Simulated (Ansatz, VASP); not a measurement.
## Two plane-wave programs on NaI

```
Na I
1.0
     0.00000    3.22972    3.22972
     3.22972    0.00000    3.22972
     3.22972    3.22972    0.00000
Na I
1 1
Direct
  0.00000 0.00000 0.00000
  0.50000 0.50000 0.50000
```

The cell was built by a generator and needn't be a form met in nature.

Alike in both runs: task single point; functional r2SCAN; k mesh 8 × 8 × 8; no spin polarisation.

|  | VASP | Ansatz |
| --- | --- | --- |
| version | VASP 6.6.1 | Ansatz 0.2.0 |
| potentials or method | VASP PAW PBE potentials, release 64 (Na_pv, I) | plane waves, PAW |
| plane-wave cutoff (eV) | 520 | 500 |
| occupations | gaussian, width 0.01 eV | fixed |
| valence electrons in the cell | 14 | 26 |

VASP gave:

| Property | Result |
| --- | --- |
| gap on the k mesh at the Fermi level (eV) | 4.46 |
| pressure (GPa) | -0.1 |

Problem. What did Ansatz give for the same quantities?

Solution. gap on the k mesh at the Fermi level (eV): 4.45; pressure (GPa): 0.0.

The two sets of potentials don't hold the same shells in valence.

Caveats: the PAW data sets were made with another functional, which shifts forces and pressure a little (VASP); spin-orbit coupling is left out, which moves the levels of the heavy elements. r2SCAN opens gaps a little over a GGA but as a rule still falls short of measured ones.
